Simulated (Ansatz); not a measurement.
# CoSi: the order of phases at one pressure, part 2 of 3

Which of rocksalt, CsCl, WC, NiAs, zincblende has the lowest enthalpy for CoSi at one common pressure? Methods of the runs shown: PAW.

Ansatz 0.2.0; DFT PBE; a cell built from a prototype (rocksalt type), not taken from measurement. Earlier steps stand in the parts before.

## Step 7: The log goes on: CsCl relaxed under pressure, PAW files

The log, continued:

```text
SCF iter   6: F=-5761.238050 eV  HF=-5761.238050 eV  |F-HF|=9.09e-13  |Δ(HF+E_count)|=  1.82e-12  Δρ=2.83e-8  dr2=7.39e-14  ethr=1.00e-12  ⟨swp⟩=4.0  Hψ=10014  notcnv=0
SCF 5 converged in 6 iterations: F = -5761.238050 eV  dr2 = 7.39e-14
relax step   5: F+E_penalty+E_count = -5761.23804996 eV  Δ(F+E_penalty+E_count) = +7.065e-4 eV  max|allowed force component| = 4.930e-32 eV/Å  Δτ_max = 0.0000 Å  P = +119.939 GPa  Ω = 16.099 Å³  stress off target by 6.10e-2 GPa  SCF on the basis re-selected at this cell (its energy is not comparable with the rows above)  (6 SCF iters)
basis re-selected at this cell: Δ(F+E_penalty+E_count) = +7.065e-4 eV, ΔP = -0.039 GPa vs the last step (what re-selecting the basis moved, of the pressure what is left beyond the Pulay correction that the steps carried, after the strain that the cell walked since its last selection, with what the two solves' SCF thresholds leave and, on support functions, any second-order correction that the steps lacked; it is no measure of the basis error at this ecutwfc). This SCF's stress stands 6.10e-2 GPa from its target on what of the cell is left free (relax.cell.stress_tol is 6.00e-2 GPa) and its largest allowed force component is 4.93e-32 eV/Å (relax.f_tol is 5.00e-3 eV/Å): not within both, so this SCF does not close the relaxation
Crystal: 2 atoms, lattice volume = 16.098 Å³
iter 1 solved again at ethr=4.25e-11 eV; its pass at ethr=3.10e-3 eV (dr2=8.92e-9 eV) is discarded
SCF iter   1: F=—  HF=-5761.237055 eV  |F-HF|=—  |Δ(HF+E_count)|=         —  Δρ=1.00e-5  dr2=1.16e-8  ethr=4.25e-11  ⟨swp⟩=2.0  Hψ=14555  notcnv=0
iter 2 did not close the SCF: its close was put off for the readings that it lacked (scf_convergence_deferred on its scf_iter line)
SCF iter   2: F=-5761.236996 eV  HF=-5761.236996 eV  |F-HF|=9.82e-11  |Δ(HF+E_count)|=   5.91e-5  Δρ=2.81e-6  dr2=4.85e-10  ethr=4.25e-11  ⟨swp⟩=2.0  Hψ=4256  notcnv=0
iter 3 did not close the SCF: its close was put off for the readings that it lacked (scf_convergence_deferred on its scf_iter line)
SCF iter   3: F=-5761.236996 eV  HF=-5761.236996 eV  |F-HF|=9.82e-11  |Δ(HF+E_count)|=  4.31e-10  Δρ=7.65e-7  dr2=2.73e-11  ethr=2.31e-12  ⟨swp⟩=2.0  Hψ=4225  notcnv=0
iter 4 did not close the SCF: its close was put off for the readings that it lacked (scf_convergence_deferred on its scf_iter line)
SCF iter   4: F=-5761.236996 eV  HF=-5761.236996 eV  |F-HF|=2.55e-11  |Δ(HF+E_count)|=  1.41e-10  Δρ=5.38e-7  dr2=2.32e-11  ethr=1.00e-12  ⟨swp⟩=2.0  Hψ=4122  notcnv=0
iter 5 did not close the SCF: its close was put off for the readings that it lacked (scf_convergence_deferred on its scf_iter line)
SCF iter   5: F=-5761.236996 eV  HF=-5761.236996 eV  |F-HF|=1.82e-12  |Δ(HF+E_count)|=  9.09e-12  Δρ=1.13e-7  dr2=8.90e-13  ethr=1.00e-12  ⟨swp⟩=1.0  Hψ=2475  notcnv=0
SCF iter   6: F=-5761.236996 eV  HF=-5761.236996 eV  |F-HF|=1.82e-12  |Δ(HF+E_count)|=  9.09e-13  Δρ=4.14e-8  dr2=1.13e-13  ethr=1.00e-12  ⟨swp⟩=1.0  Hψ=5610  notcnv=0
SCF 6 converged in 6 iterations: F = -5761.236996 eV  dr2 = 1.13e-13
relax step   6: F+E_penalty+E_count = -5761.23699567 eV  Δ(F+E_penalty+E_count) = +1.054e-3 eV  max|allowed force component| = 5.259e-31 eV/Å  Δτ_max = 0.0000 Å  P = +120.000 GPa  Ω = 16.098 Å³  energy of the carried Pulay correction = +1.309e-6 eV  (6 SCF iters, dr2 threshold 9.29e-9 eV, accepted)
iter 1 solved again at ethr=1.05e-7 eV; its pass at ethr=3.10e-3 eV (dr2=2.21e-5 eV) is discarded
SCF iter   1: F=—  HF=-5761.237061 eV  |F-HF|=—  |Δ(HF+E_count)|=         —  Δρ=2.72e-6  dr2=4.42e-10  ethr=1.05e-7  ⟨swp⟩=3.0  Hψ=18826  notcnv=0
eigensolver tolerance schedule: the retry pair's looser diagonalisation over-reported the residual by 49908.19 of it (diagonalisation noise at an unbounded share of the residual, at the tolerance the schedule requests for it); recorded, not acted on — ethr = c·dr2/N_el stays at c = 1.0e-1
SCF iter   2: F=—  HF=-5761.236996 eV  |F-HF|=—  |Δ(HF+E_count)|=   6.50e-5  Δρ=1.45e-6  dr2=1.42e-10  ethr=2.10e-12  ⟨swp⟩=3.1  Hψ=5733  notcnv=0
SCF iter   3: F=—  HF=-5761.236996 eV  |F-HF|=—  |Δ(HF+E_count)|=  1.82e-12  Δρ=9.59e-7  dr2=5.88e-11  ethr=1.00e-12  ⟨swp⟩=1.0  Hψ=2475  notcnv=0
iter 4 did not close the SCF: its close was put off for the readings that it lacked (scf_convergence_deferred on its scf_iter line)
SCF iter   4: F=-5761.236996 eV  HF=-5761.236996 eV  |F-HF|=2.73e-12  |Δ(HF+E_count)|=  9.09e-13  Δρ=6.26e-7  dr2=2.39e-11  ethr=1.00e-12  ⟨swp⟩=1.0  Hψ=2475  notcnv=0
iter 5 did not close the SCF: its close was put off for the readings that it lacked (scf_convergence_deferred on its scf_iter line)
SCF iter   5: F=-5761.236996 eV  HF=-5761.236996 eV  |F-HF|=1.82e-12  |Δ(HF+E_count)|=  9.09e-13  Δρ=4.42e-7  dr2=1.17e-11  ethr=1.00e-12  ⟨swp⟩=1.0  Hψ=2475  notcnv=0
iter 6 did not close the SCF: its close was put off for the readings that it lacked (scf_convergence_deferred on its scf_iter line)
SCF iter   6: F=-5761.236996 eV  HF=-5761.236996 eV  |F-HF|=1.82e-12  |Δ(HF+E_count)|=  2.73e-12  Δρ=2.92e-7  dr2=5.10e-12  ethr=1.00e-12  ⟨swp⟩=1.0  Hψ=2475  notcnv=0
iter 7 did not close the SCF: its close was put off for the readings that it lacked (scf_convergence_deferred on its scf_iter line)
SCF iter   7: F=-5761.236996 eV  HF=-5761.236996 eV  |F-HF|=9.09e-13  |Δ(HF+E_count)|=    0.00e0  Δρ=1.56e-7  dr2=1.45e-12  ethr=1.00e-12  ⟨swp⟩=1.0  Hψ=2475  notcnv=0
SCF iter   8: F=-5761.236996 eV  HF=-5761.236996 eV  |F-HF|=9.09e-13  |Δ(HF+E_count)|=    0.00e0  Δρ=6.80e-8  dr2=2.77e-13  ethr=1.00e-12  ⟨swp⟩=3.0  Hψ=8176  notcnv=0
SCF 7 converged in 8 iterations: F = -5761.236996 eV  dr2 = 2.77e-13
relax step   7: F+E_penalty+E_count = -5761.23699567 eV  Δ(F+E_penalty+E_count) = +0.000e0 eV  max|allowed force component| = 9.203e-31 eV/Å  Δτ_max = 0.0000 Å  P = +120.000 GPa  Ω = 16.098 Å³  stress off target by 2.07e-4 GPa  SCF on the basis re-selected at this cell (its energy is not comparable with the rows above)  (8 SCF iters)
basis re-selected at this cell: Δ(F+E_penalty+E_count) = +0.000e0 eV, ΔP = -0.000 GPa vs the last step (what re-selecting the basis moved, of the pressure what is left beyond the Pulay correction that the steps carried, after the strain that the cell walked since its last selection, with what the two solves' SCF thresholds leave and, on support functions, any second-order correction that the steps lacked; it is no measure of the basis error at this ecutwfc). This SCF's stress stands 2.07e-4 GPa from its target on what of the cell is left free (relax.cell.stress_tol is 6.00e-2 GPa) and its largest allowed force component is 9.20e-31 eV/Å (relax.f_tol is 5.00e-3 eV/Å): within both
SCF converged after 8 iterations
Free energy (F): -5761.236996 eV
Harris-Foulkes:  -5761.236996 eV  (|F-HF|=9.09e-13)
Internal energy: -5761.191460 eV  (E = F + TS)
E sigma→0 (E₀):  -5761.214228 eV
Entropy (-TS):   -0.045535 eV (-22.768 meV/atom)
Fermi energy:    24.245322 eV
--- Per-component energies (eV) ---
  E_band       = -108.613683
  E_kinetic    = 524.242594
  E_local      = -3119.371710  (includes V_loc(G=0)·N_el)
  E_nonlocal   = 487.679845
  E_hartree    = 1385.142501
  E_xc         = -224.182207
  E_vxc        = -265.463535  (∫ρ·V_xc dr)
  E_paw        = -2036.150729  (= ΣΔE_a)
  E_vpaw       = -505.985917  (= ΣTr[D̂ρ^β])
  E_aug_tail   = 0.000037  (compensation charges beyond the density's cutoff)
  E_ewald      = -2778.551792
  E_smearing   = -0.045535  (= −TS)
  E_closure    = 0.000000  (closes the sum)
  Σ components = -5761.236996   (vs F -5761.236996, Δ=0.00e0)
--- Forces (eV/Å), atoms counted from 1 ---
  atom   1  Co     0.00000000     0.00000000    -0.00000000
  atom   2  Si    -0.00000000    -0.00000000    -0.00000000
  max |Σ_I F_I| component: 1.18e-30 eV/Å
--- Stress (GPa, compression-positive) ---
      119.999793      -0.000000       0.000000
       -0.000000     119.999793       0.000000
        0.000000       0.000000     119.999793
  P = ⅓ Tr σ = 119.9998 GPa (1199.998 kbar)
--- Band table (eV; the first three rows and the last of 165) ---
  k-point 0: bands = ["-71.5547", "-34.8593", "-34.8593", "-34.8593", "7.1518", "18.3788", "18.3788", "22.2969", "22.2969", "22.2969", "28.2353", "28.2353", "28.2353", "32.6254", "32.6254"]
  k-point 1: bands = ["-71.5541", "-34.8665", "-34.8587", "-34.8587", "7.2464", "18.3434", "18.4194", "22.1971", "22.1971", "22.3063", "27.6314", "28.4060", "28.4060", "32.5521", "33.2463"]
  k-point 2: bands = ["-71.5521", "-34.8869", "-34.8571", "-34.8571", "7.5283", "18.2048", "18.5374", "21.9344", "21.9344", "22.3331", "26.4517", "28.8828", "28.8828", "32.3377", "34.4849"]
  k-point 164: bands = ["-71.5010", "-35.0006", "-35.0006", "-35.0006", "16.1143", "16.1143", "16.1143", "23.5657", "23.5657", "24.6569", "25.1078", "25.1078", "25.1078", "29.3089", "29.3089"]
--- Relaxed structure (5 steps of the walk, 5 accepted, 2 SCFs on fresh bases) ---
  F+E_penalty+E_count = -5761.23699567 eV   max|allowed force component| = 9.203e-31 eV/Å   (the final SCF, on the basis selected at the relaxed cell)
  cell:  # Å, volume = 16.0981 Å³
    - [2.5249801914662937, 3.2098832406453915e-34, 2.5679065925163143e-34]
    - [3.2098832406453915e-34, 2.5249801914662937, 0.0]
    - [5.135813185032629e-34, 0.0, 2.5249801914662937]
  atoms:
    - { symbol: Co, position: [-5.1043066677731525e-34, 6.224764228991747e-35, -1.2449528457983416e-35] }
    - { symbol: Si, position: [0.49999999999999994, 0.49999999999999994, 0.49999999999999994] }
```

Run time: 26 s. Hardware: 1 thread of Intel Xeon Platinum 8259CL at 2.50GHz (Skylake/Cascade Lake), shared host; peak memory 0.43 GiB.

The steps of the relaxation:

| step | energy from step 1 (eV/cell) | largest force component (eV/Å) | pressure (GPa) | volume (Å³) |
| --- | --- | --- | --- | --- |
| 1 | 0.0000 | 0.0000 | 81.07 | 17.14 |
| 2 | 0.4489 | 0.0000 | 108.49 | 16.38 |
| 3 | 0.6637 | 0.0000 | 121.02 | 16.08 |
| 4 | 0.6457 | 0.0000 | 119.98 | 16.10 |
| 5 | 0.6464 | 0.0000 | 119.94 | 16.10 |
| 6 | 0.6474 | 0.0000 | 120.00 | 16.10 |
| 7 | 0.6474 | 0.0000 | 120.00 | 16.10 |

Step 1 is the start. Steps 5, 7 repeat the geometry before on a plane-wave basis chosen anew for that cell, so the energy can jump there without any move; the table keeps such jumps.

| input's cell | before | after | change |
| --- | --- | --- | --- |
| a (Å) | 2.578 | 2.525 | -2.1 % |
| b (Å) | 2.578 | 2.525 | -2.1 % |
| c (Å) | 2.578 | 2.525 | -2.1 % |
| volume (Å³/atom) | 8.57 | 8.05 | -6.1 % |

In short: pressure 120.00 GPa; no gap.

## Step 8: WC relaxed under pressure, PAW

input.yaml

```yaml
crystal:
  lattice:
    - [2.7557616965, 0.0, 0.0]
    - [-1.3778808482, 2.3865596359, 0.0]
    - [0.0, 0.0, 2.7006464625]
  atoms:
    - { symbol: Co, position: [0.0, 0.0, 0.0] }
    - { symbol: Si, position: [0.3333333333, 0.6666666667, 0.5] }
kpoints:
  mp_grid: { grid: [16, 16, 15] }
scf:
  occupations: { method: fermi_dirac, width: 0.1 }
hamiltonian:
  xc: pbe
  pseudopotentials: { kind: paw }
output:
  forces: true
  stress: true
  eigenvalues: true
relax:
  f_tol: 0.005
  max_steps: 40
  cell: { p_target: 120.0, stress_tol: 0.06 }
```

Launch:

```bash
ansatz run input.yaml --threads 1 --pin off --max-ram 3584MiB --backend cpu --events-out ev --progress --plain --runs-dir out
```

The log of the run, cut to the lines that bear on the results:

```text
[...]
[... 4 set-up lines as earlier in the session ...]
[...]
Crystal: 2 atoms, lattice volume = 17.762 Å³
Basis set: ecut = 420 eV, 339 PW (Γ), exchange–correlation on 40×40×40 points (8 copies of the dense FFT grid, shifted against one another)
[...]
relax step  10: F+E_penalty+E_count = -5760.93775292 eV  Δ(F+E_penalty+E_count) = -6.484e-2 eV  max|allowed force component| = 1.203e-16 eV/Å  Δτ_max = 0.0000 Å  P = +125.649 GPa  Ω = 16.457 Å³  stress off target by 1.53e1 GPa  SCF on the basis re-selected at this cell (its energy is not [...]
```

## Step 9: The output, continued: WC relaxed under pressure, PAW files

Output, continued:

```text
relax step  11: F+E_penalty+E_count = -5760.99903677 eV  Δ(F+E_penalty+E_count) = -6.128e-2 eV  max|allowed force component| = 8.327e-17 eV/Å  Δτ_max = 0.0000 Å  P = +121.395 GPa  Ω = 16.521 Å³  energy of the carried Pulay correction = -8.643e-5 eV  (6 SCF iters, dr2 threshold 2.00e-7 eV, accepted)
relax step  12: F+E_penalty+E_count = -5761.01884413 eV  Δ(F+E_penalty+E_count) = -1.981e-2 eV  max|allowed force component| = 1.850e-16 eV/Å  Δτ_max = 0.0000 Å  P = +119.834 GPa  Ω = 16.546 Å³  energy of the carried Pulay correction = -1.196e-4 eV  (6 SCF iters, dr2 threshold 2.00e-7 eV, accepted)
relax step  13: F+E_penalty+E_count = -5761.01656437 eV  Δ(F+E_penalty+E_count) = +2.280e-3 eV  max|allowed force component| = 9.252e-17 eV/Å  Δτ_max = 0.0000 Å  P = +119.998 GPa  Ω = 16.543 Å³  energy of the carried Pulay correction = -1.160e-4 eV  (6 SCF iters, dr2 threshold 2.00e-7 eV, accepted)
relax step  14: F+E_penalty+E_count = -5761.01675188 eV  Δ(F+E_penalty+E_count) = -1.875e-4 eV  max|allowed force component| = 9.252e-17 eV/Å  Δτ_max = 0.0000 Å  P = +120.027 GPa  Ω = 16.543 Å³  stress off target by 8.56e-2 GPa  SCF on the basis re-selected at this cell (its energy is not comparable with the rows above)  (6 SCF iters)
relax step  15: F+E_penalty+E_count = -5761.01705974 eV  Δ(F+E_penalty+E_count) = -3.079e-4 eV  max|allowed force component| = 8.327e-17 eV/Å  Δτ_max = 0.0000 Å  P = +119.999 GPa  Ω = 16.543 Å³  energy of the carried Pulay correction = -5.690e-7 eV  (6 SCF iters, dr2 threshold 1.83e-8 eV, accepted)
iter 1 solved again at ethr=1.32e-7 eV; its pass at ethr=3.10e-3 eV (dr2=2.76e-5 eV) is discarded
SCF iter   1: F=—  HF=-5761.017090 eV  |F-HF|=—  |Δ(HF+E_count)|=         —  Δρ=2.02e-6  dr2=3.34e-10  ethr=1.32e-7  ⟨swp⟩=3.0  Hψ=28164  notcnv=0
eigensolver tolerance schedule: the retry pair's looser diagonalisation over-reported the residual by 82901.66 of it (diagonalisation noise at an unbounded share of the residual, at the tolerance the schedule requests for it); recorded, not acted on — ethr = c·dr2/N_el stays at c = 1.0e-1
SCF iter   2: F=—  HF=-5761.017061 eV  |F-HF|=—  |Δ(HF+E_count)|=   2.96e-5  Δρ=1.18e-6  dr2=1.48e-10  ethr=1.59e-12  ⟨swp⟩=3.0  Hψ=8490  notcnv=0
SCF iter   3: F=—  HF=-5761.017061 eV  |F-HF|=—  |Δ(HF+E_count)|=  1.27e-11  Δρ=7.27e-7  dr2=5.27e-11  ethr=1.00e-12  ⟨swp⟩=1.0  Hψ=3600  notcnv=0
iter 4 did not close the SCF: its close was put off for the readings that it lacked (scf_convergence_deferred on its scf_iter line)
SCF iter   4: F=-5761.017061 eV  HF=-5761.017061 eV  |F-HF|=3.64e-12  |Δ(HF+E_count)|=  2.73e-12  Δρ=2.56e-7  dr2=7.27e-12  ethr=1.00e-12  ⟨swp⟩=1.0  Hψ=3600  notcnv=0
iter 5 did not close the SCF: its close was put off for the readings that it lacked (scf_convergence_deferred on its scf_iter line)
SCF iter   5: F=-5761.017061 eV  HF=-5761.017061 eV  |F-HF|=9.09e-13  |Δ(HF+E_count)|=  9.09e-13  Δρ=1.77e-7  dr2=3.29e-12  ethr=1.00e-12  ⟨swp⟩=1.0  Hψ=3600  notcnv=0
iter 6 did not close the SCF: its close was put off for the readings that it lacked (scf_convergence_deferred on its scf_iter line)
SCF iter   6: F=-5761.017061 eV  HF=-5761.017061 eV  |F-HF|=0.00e0  |Δ(HF+E_count)|=  9.09e-13  Δρ=7.88e-8  dr2=6.24e-13  ethr=1.00e-12  ⟨swp⟩=1.0  Hψ=3600  notcnv=0
iter 7 did not close the SCF: its close was put off for the readings that it lacked (scf_convergence_deferred on its scf_iter line)
SCF iter   7: F=-5761.017061 eV  HF=-5761.017061 eV  |F-HF|=9.09e-13  |Δ(HF+E_count)|=  9.09e-13  Δρ=2.41e-8  dr2=5.26e-14  ethr=1.00e-12  ⟨swp⟩=1.0  Hψ=3600  notcnv=0
SCF iter   8: F=-5761.017061 eV  HF=-5761.017061 eV  |F-HF|=9.09e-13  |Δ(HF+E_count)|=  9.09e-13  Δρ=9.17e-9  dr2=7.20e-15  ethr=1.00e-12  ⟨swp⟩=2.3  Hψ=10523  notcnv=0
SCF 16 converged in 8 iterations: F = -5761.017061 eV  dr2 = 7.20e-15
relax step  16: F+E_penalty+E_count = -5761.01706059 eV  Δ(F+E_penalty+E_count) = -8.467e-7 eV  max|allowed force component| = 7.401e-17 eV/Å  Δτ_max = 0.0000 Å  P = +119.999 GPa  Ω = 16.543 Å³  stress off target by 9.57e-4 GPa  SCF on the basis re-selected at this cell (its energy is not comparable with the rows above)  (8 SCF iters)
basis re-selected at this cell: Δ(F+E_penalty+E_count) = -8.467e-7 eV, ΔP = +0.000 GPa vs the last step (what re-selecting the basis moved, of the pressure what is left beyond the Pulay correction that the steps carried, after the strain that the cell walked since its last selection, with what the two solves' SCF thresholds leave and, on support functions, any second-order correction that the steps lacked; it is no measure of the basis error at this ecutwfc). This SCF's stress stands 9.57e-4 GPa from its target on what of the cell is left free (relax.cell.stress_tol is 6.00e-2 GPa) and its largest allowed force component is 7.40e-17 eV/Å (relax.f_tol is 5.00e-3 eV/Å): within both
SCF converged after 8 iterations
Free energy (F): -5761.017061 eV
Harris-Foulkes:  -5761.017061 eV  (|F-HF|=9.09e-13)
Internal energy: -5760.979549 eV  (E = F + TS)
E sigma→0 (E₀):  -5760.998305 eV
Entropy (-TS):   -0.037512 eV (-18.756 meV/atom)
Fermi energy:    23.194494 eV
--- Per-component energies (eV) ---
  E_band       = -122.971753
  E_kinetic    = 522.466886
  E_local      = -3298.016934  (includes V_loc(G=0)·N_el)
  E_nonlocal   = 487.189705
  E_hartree    = 1466.944542
  E_xc         = -224.029889
  E_vxc        = -265.151574  (∫ρ·V_xc dr)
  E_paw        = -2034.698988  (= ΣΔE_a)
  E_vpaw       = -503.349023  (= ΣTr[D̂ρ^β])
  E_aug_tail   = 0.000109  (compensation charges beyond the density's cutoff)
  E_ewald      = -2680.834979
  E_smearing   = -0.037512  (= −TS)
  E_closure    = -0.000000  (closes the sum)
  Σ components = -5761.017061   (vs F -5761.017061, Δ=0.00e0)
--- Forces (eV/Å), atoms counted from 1 ---
  atom   1  Co    -0.00000000    -0.00000000     0.00000000
  atom   2  Si    -0.00000000     0.00000000    -0.00000000
  max |Σ_I F_I| component: 5.55e-17 eV/Å
--- Stress (GPa, compression-positive) ---
      119.999043      -0.000000      -0.000000
       -0.000000     119.999043       0.000000
       -0.000000       0.000000     120.000300
  P = ⅓ Tr σ = 119.9995 GPa (1199.995 kbar)
--- Band table (eV; the first three rows and the last of 240) ---
  k-point 0: bands = ["-72.3459", "-35.9759", "-35.3674", "-35.3674", "6.2825", "16.9413", "18.8594", "20.5111", "20.5111", "21.6515", "21.6515", "27.2099", "36.1014", "36.1014", "38.2741"]
  k-point 1: bands = ["-72.3458", "-35.9766", "-35.3674", "-35.3674", "6.3390", "16.6902", "18.9244", "20.5129", "20.5129", "21.6393", "21.6393", "27.4593", "36.1707", "36.1707", "38.2501"]
  k-point 2: bands = ["-72.3457", "-35.9783", "-35.3673", "-35.3673", "6.5061", "16.0582", "19.0523", "20.5181", "20.5181", "21.6050", "21.6050", "28.1493", "36.3681", "36.3681", "38.1885"]
  k-point 239: bands = ["-72.2734", "-35.9155", "-35.6724", "-35.6222", "15.2094", "16.5778", "17.9760", "18.0380", "19.4017", "20.7027", "24.2977", "26.0079", "27.0176", "27.7615", "28.7829"]
--- Relaxed structure (13 steps of the walk, 13 accepted, 3 SCFs on fresh bases) ---
  F+E_penalty+E_count = -5761.01706059 eV   max|allowed force component| = 7.401e-17 eV/Å   (the final SCF, on the basis selected at the relaxed cell)
  cell:  # Å, volume = 16.5433 Å³
    - [2.3962589096704603, -2.5101567841730247e-11, 0.0]
    - [-1.1981294548134915, 2.0752210898319703, 0.0]
    - [0.0, 0.0, 3.3267798049954616]
  atoms:
    - { symbol: Co, position: [6.162975822039155e-33, -3.700743415524893e-17, 0.0] }
    - { symbol: Si, position: [0.3333333333333333, 0.6666666666666666, 0.5000000000000001] }
```

Run time: 2 min. Hardware: 1 thread of Intel Xeon Platinum 8259CL at 2.50GHz (Skylake/Cascade Lake), shared host; peak memory 0.49 GiB.

Step by step:

| step | energy from step 1 (eV/cell) | largest force component (eV/Å) | pressure (GPa) | volume (Å³) |
| --- | --- | --- | --- | --- |
| 1 | 0.0000 | 0.0000 | 110.61 | 17.76 |
| 2 | 0.1792 | 0.0000 | 121.65 | 17.31 |
| 3 | 0.0437 | 0.0000 | 121.22 | 17.09 |
| 4 | -0.0867 | 0.0000 | 121.21 | 16.85 |
| 5 | -0.0336 | 0.0000 | 125.39 | 16.49 |
| 6 | -0.3519 | 0.0000 | 101.25 | 16.89 |
| 7 | 0.1179 | 0.0000 | 127.53 | 16.24 |
| 8 | -0.0520 | 0.0000 | 119.92 | 16.46 |
| 9 | -0.0511 | 0.0000 | 120.01 | 16.46 |
| 10 | -0.1159 | 0.0000 | 125.65 | 16.46 |
| 11 | -0.1772 | 0.0000 | 121.39 | 16.52 |
| 12 | -0.1970 | 0.0000 | 119.83 | 16.55 |
| 13 | -0.1947 | 0.0000 | 120.00 | 16.54 |
| 14 | -0.1949 | 0.0000 | 120.03 | 16.54 |
| 15 | -0.1952 | 0.0000 | 120.00 | 16.54 |
| 16 | -0.1952 | 0.0000 | 120.00 | 16.54 |

Step 1 is the start. Steps 10, 14, 16 repeat the geometry before on a plane-wave basis chosen anew for that cell, so the energy can jump there without any move; the table keeps such jumps.

| input's cell | before | after | change |
| --- | --- | --- | --- |
| a (Å) | 2.756 | 2.396 | -13.0 % |
| b (Å) | 2.756 | 2.396 | -13.0 % |
| c (Å) | 2.701 | 3.327 | +23.2 % |
| volume (Å³/atom) | 8.88 | 8.27 | -6.9 % |

Result: pressure 120.00 GPa; no gap.

## Step 10: NiAs relaxed under pressure, PAW

input.yaml

```yaml
crystal:
  lattice:
    - [2.9800012789, 0.0, 0.0]
    - [-1.4900006394, 2.5807568108, 0.0]
    - [0.0, 0.0, 4.6190019823]
  atoms:
    - { symbol: Co, position: [0.0, 0.0, 0.0] }
    - { symbol: Co, position: [0.0, 0.0, 0.5] }
    - { symbol: Si, position: [0.3333333333, 0.6666666667, 0.25] }
    - { symbol: Si, position: [0.6666666667, 0.3333333333, 0.75] }
kpoints:
  mp_grid: { grid: [12, 12, 7] }
scf:
  occupations: { method: fermi_dirac, width: 0.1 }
hamiltonian:
  xc: pbe
  pseudopotentials: { kind: paw }
output:
  forces: true
  stress: true
  eigenvalues: true
relax:
  f_tol: 0.005
  max_steps: 40
  cell: { p_target: 120.0, stress_tol: 0.06 }
```

Launch:

```bash
ansatz run input.yaml --threads 1 --pin off --max-ram 3584MiB --backend cpu --events-out ev --progress --plain --runs-dir out
```

The log of the run, cut to the lines that bear on the results:

```text
[...]
[... 4 set-up lines as earlier in the session ...]
[...]
Crystal: 4 atoms, lattice volume = 35.523 Å³
Basis set: ecut = 420 eV, 687 PW (Γ), exchange–correlation on 40×40×64 points (8 copies of the dense FFT grid, shifted against one another)
[...]
relax step   5: F+E_penalty+E_count = -11521.45209295 eV  Δ(F+E_penalty+E_count) = +2.957e-3 eV  max|allowed force component| = 5.551e-17 eV/Å  Δτ_max = 0.0000 Å  P = +120.001 GPa  Ω = 35.637 Å³  energy of the carried Pulay correction = -1.006e-4 eV  (6 SCF iters, dr2 threshold 1.59e-8 [...]
SCF iter   4: F=—  HF=-11521.452390 eV  |F-HF|=—  |Δ(HF+E_count)|=   1.06e-9  Δρ=2.22e-6  dr2=3.22e-10  ethr=4.03e-11  ⟨swp⟩=2.2  Hψ=3058  notcnv=0
```

(Continued in part 3 of 3.)
